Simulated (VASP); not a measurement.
# Al2O3 (R-3c) in VASP: settings compared, part 2 of 2

VASP 6.6.1. Earlier steps stand in the parts before.

## (3) Band structure, PBEsol

This run uses another cell than the first one, of 6.20 Å³/atom, 0.710 times its volume.

Contents of INCAR:

```
PREC = Accurate
ENCUT = 200
EDIFF = 1E-6
ISMEAR = 0
SIGMA = 0.02
LREAL = False
LASPH = True
NELM = 80
ALGO = Fast
ISIF = 2
LWAVE = False
LCHARG = False
GGA = PS
KPAR = 4
```

Contents of KPOINTS:

```
Automatic mesh
0
Gamma
  6 6 6
```

Contents of POSCAR:

```
Al2O3                                   
1.0
    2.1494638841      1.2409935524      3.8755748361
   -2.1494638841      1.2409935524      3.8755748361
    0.0000000000     -2.4819871049      3.8755748361
  Al              O             
     4     6
Direct
     0.6488775424488394    0.6488775424488394    0.6488775424488394
     0.8511224575511606    0.8511224575511606    0.8511224575511606
     0.1488775424488394    0.1488775424488394    0.1488775424488394
     0.3511224575511604    0.3511224575511604    0.3511224575511604
     0.4421077000019527    0.0578922999980473    0.7500000000000000
     0.9421076999965555    0.2499999999946028    0.5578923000088416
     0.0578923000034445    0.7500000000053972    0.4421076999911584
     0.7499999999946028    0.4421076999965555    0.0578923000088417
     0.2500000000053972    0.5578923000034445    0.9421076999911584
     0.5578922999980473    0.9421077000019527    0.2500000000000000
```

Contents of KPOINTS_OPT:

```
path GLB1,BZGX,QFP1Z,LP
10
line-mode
reciprocal
 0.0000000000  0.0000000000  0.0000000000  G
 0.5000000000  0.0000000000  0.0000000000  L

 0.5000000000  0.0000000000  0.0000000000  L
 0.5000000000  0.2337696952 -0.2337696952  B1

 0.7662303048  0.5000000000  0.2337696952  B
 0.5000000000  0.5000000000  0.5000000000  Z

 0.5000000000  0.5000000000  0.5000000000  Z
 0.0000000000  0.0000000000  0.0000000000  G

 0.0000000000  0.0000000000  0.0000000000  G
 0.3668848476  0.0000000000 -0.3668848476  X

 0.6331151524  0.3668848476  0.0000000000  Q
 0.5000000000  0.5000000000  0.0000000000  F

 0.5000000000  0.5000000000  0.0000000000  F
 0.6331151524  0.6331151524  0.2337696952  P1

 0.6331151524  0.6331151524  0.2337696952  P1
 0.5000000000  0.5000000000  0.5000000000  Z

 0.5000000000  0.0000000000  0.0000000000  L
 0.7662303048  0.3668848476  0.3668848476  P
```

Potentials or basis: VASP PAW PBE potentials, release 64 (Al, O).

Started as:

```sh
$ cat potpaw_PBE.64/Al/POTCAR potpaw_PBE.64/O/POTCAR > POTCAR
$ mpirun -np 4 vasp_std > vasp.out
```

Wall time 11 s (4 MPI ranks of Intel Xeon Platinum 8488C (Sapphire Rapids), shared host); peak memory 0.13 GiB.

The run converged, but a check on its numbers failed (symmetry, net force, bounds or a known fault of this set-up), so they aren't taken as properties of the crystal.

Caveat: the cutoff lies under the usual one of these potentials, so the numbers hold a large basis-set error; a pressure of tens of GPa on the cell as given is suspect, and the run, the potentials or the cell itself is likely at fault; the PAW data sets were made with another functional, which shifts forces and pressure a little.

## (4) Band structure, PBEsol

This run uses another cell than the first one, of 8.54 Å³/atom, 0.977 times its volume.

Contents of POSCAR:

```
Al2O3                                   
1.0
    2.3849366398      1.3769438115      4.3367099951
   -2.3849366398      1.3769438115      4.3367099951
    0.0000000000     -2.7538876230      4.3367099951
  Al              O             
     4     6
Direct
     0.6479003352530102    0.6479003352530102    0.6479003352530102
     0.8520996647469898    0.8520996647469898    0.8520996647469898
     0.1479003352530101    0.1479003352530101    0.1479003352530101
     0.3520996647469899    0.3520996647469899    0.3520996647469899
     0.4439752697389197    0.0560247302610804    0.7500000000000000
     0.9439752697389191    0.2499999999999995    0.5560247302610815
     0.0560247302610809    0.7500000000000006    0.4439752697389185
     0.7499999999999994    0.4439752697389191    0.0560247302610814
     0.2500000000000006    0.5560247302610809    0.9439752697389185
     0.5560247302610803    0.9439752697389197    0.2500000000000000
```

Contents of INCAR.step1:

```
SYSTEM = Al2O3
PREC = Accurate
ENCUT = 520
EDIFF = 1E-6
ISMEAR = 0
SIGMA = 0.02
LREAL = .FALSE.
LASPH = .TRUE.
NELM = 60
ALGO = Normal
ISIF = 2
LWAVE = .FALSE.
LCHARG = .TRUE.
GGA = PS
NBANDS = 35
KPAR = 2
```

Contents of KPOINTS.step1:

```
regular mesh
0
G
  2 2 2
  0 0 0
```

Contents of INCAR.step2:

```
SYSTEM = Al2O3
PREC = Accurate
ENCUT = 520
EDIFF = 1E-6
ISMEAR = 0
SIGMA = 0.05
LREAL = .FALSE.
LASPH = .TRUE.
NELM = 60
ALGO = Normal
ISIF = 2
LWAVE = .FALSE.
LCHARG = .FALSE.
GGA = PS
NBANDS = 35
ICHARG = 11
KPAR = 2
```

Contents of KPOINTS.step2:

```
path GLB1,BZGX,QFP1Z,LP
20
line-mode
reciprocal
 0.0000000000  0.0000000000  0.0000000000  G
 0.5000000000  0.0000000000  0.0000000000  L

 0.5000000000  0.0000000000  0.0000000000  L
 0.5000000000  0.2337696952 -0.2337696952  B1

 0.7662303048  0.5000000000  0.2337696952  B
 0.5000000000  0.5000000000  0.5000000000  Z

 0.5000000000  0.5000000000  0.5000000000  Z
 0.0000000000  0.0000000000  0.0000000000  G

 0.0000000000  0.0000000000  0.0000000000  G
 0.3668848476  0.0000000000 -0.3668848476  X

 0.6331151524  0.3668848476  0.0000000000  Q
 0.5000000000  0.5000000000  0.0000000000  F

 0.5000000000  0.5000000000  0.0000000000  F
 0.6331151524  0.6331151524  0.2337696952  P1

 0.6331151524  0.6331151524  0.2337696952  P1
 0.5000000000  0.5000000000  0.5000000000  Z

 0.5000000000  0.0000000000  0.0000000000  L
 0.7662303048  0.3668848476  0.3668848476  P
```

Started as:

```sh
$ cat potpaw_PBE.64/Al/POTCAR potpaw_PBE.64/O/POTCAR > POTCAR
$ cp INCAR.step1 INCAR
$ cp KPOINTS.step1 KPOINTS
$ mpirun -np 4 vasp_std > vasp.out
$ cp INCAR.step2 INCAR
$ cp KPOINTS.step2 KPOINTS
$ mpirun -np 4 vasp_std > vasp.out
```

Wall time 95 s (4 MPI ranks of Intel Xeon Platinum 8488C (Sapphire Rapids), shared host); peak memory 0.33 GiB.

It converged, with:

| Quantity | Value |
| --- | --- |
| Band gap on the k mesh | 6.06 eV, direct |
| Band gap along the path | 6.06 eV, direct |

Levels at the corners of the path, in eV from the valence-band top:
| point | band 20 | band 21 | band 22 | band 23 | band 24 | band 25 | band 26 | band 27 | band 28 | band 29 |
| --- | --- | --- | --- | --- | --- | --- | --- | --- | --- | --- |
| Γ | -0.50 | -0.50 | -0.04 | -0.04 | 0.00 | 6.06 | 8.92 | 10.61 | 11.35 | 11.35 |
| L | -1.32 | -0.91 | -0.91 | -0.27 | -0.27 | 9.28 | 9.28 | 9.49 | 9.49 | 11.56 |
| L | -1.32 | -0.91 | -0.91 | -0.27 | -0.27 | 9.28 | 9.28 | 9.49 | 9.49 | 11.56 |
| B1 | -1.19 | -0.85 | -0.85 | -0.50 | -0.50 | 9.53 | 9.53 | 9.94 | 9.94 | 10.40 |
| B | -1.19 | -0.85 | -0.85 | -0.50 | -0.50 | 9.53 | 9.53 | 9.94 | 9.94 | 10.40 |
| Z | -2.02 | -0.38 | -0.38 | -0.38 | -0.38 | 8.50 | 8.50 | 10.91 | 10.91 | 12.34 |
| Z | -2.02 | -0.38 | -0.38 | -0.38 | -0.38 | 8.50 | 8.50 | 10.91 | 10.91 | 12.34 |
| Γ | -0.50 | -0.50 | -0.04 | -0.04 | 0.00 | 6.06 | 8.92 | 10.61 | 11.35 | 11.35 |
| Γ | -0.50 | -0.50 | -0.04 | -0.04 | 0.00 | 6.06 | 8.92 | 10.61 | 11.35 | 11.35 |
| X | -1.11 | -0.89 | -0.85 | -0.56 | -0.28 | 9.35 | 9.36 | 9.56 | 9.99 | 10.52 |
| Q | -1.11 | -0.89 | -0.85 | -0.56 | -0.28 | 9.35 | 9.36 | 9.56 | 9.99 | 10.52 |
| F | -1.30 | -1.02 | -0.92 | -0.74 | -0.25 | 9.42 | 9.57 | 9.75 | 10.23 | 10.96 |
| F | -1.30 | -1.02 | -0.92 | -0.74 | -0.25 | 9.42 | 9.57 | 9.75 | 10.23 | 10.96 |
| P1 | -1.08 | -1.03 | -0.86 | -0.74 | -0.47 | 9.56 | 9.71 | 10.02 | 10.24 | 10.24 |
| P1 | -1.08 | -1.03 | -0.86 | -0.74 | -0.47 | 9.56 | 9.71 | 10.02 | 10.24 | 10.24 |
| Z | -2.02 | -0.38 | -0.38 | -0.38 | -0.38 | 8.50 | 8.50 | 10.91 | 10.91 | 12.34 |
| L | -1.32 | -0.91 | -0.91 | -0.27 | -0.27 | 9.28 | 9.28 | 9.49 | 9.49 | 11.56 |
| P | -1.08 | -1.03 | -0.86 | -0.74 | -0.47 | 9.56 | 9.71 | 10.02 | 10.24 | 10.24 |

Caveat: the k mesh is coarse (spacing up to 0.80 Å⁻¹), so the values aren't converged; the log is that of the step along the path at fixed density, whose energy, stress, charges and moments have no meaning; the PAW data sets were made with another functional, which shifts forces and pressure a little.

## (5) How close it comes

Step 2. Against the measured gap of Al2O3, 8.7 eV (optical; quoted in “Multi-petahertz electron interference in Cr:Al2O3 solid-state material”, 2018, pmc:5906618), the calculated 5.87 eV is off by -2.83 eV. The value is that of PBE, without temperature or zero-point motion. Semilocal functionals fall short of measured gaps as a rule. The cell is a database's relaxed one, not the measured one, which moves gaps too.
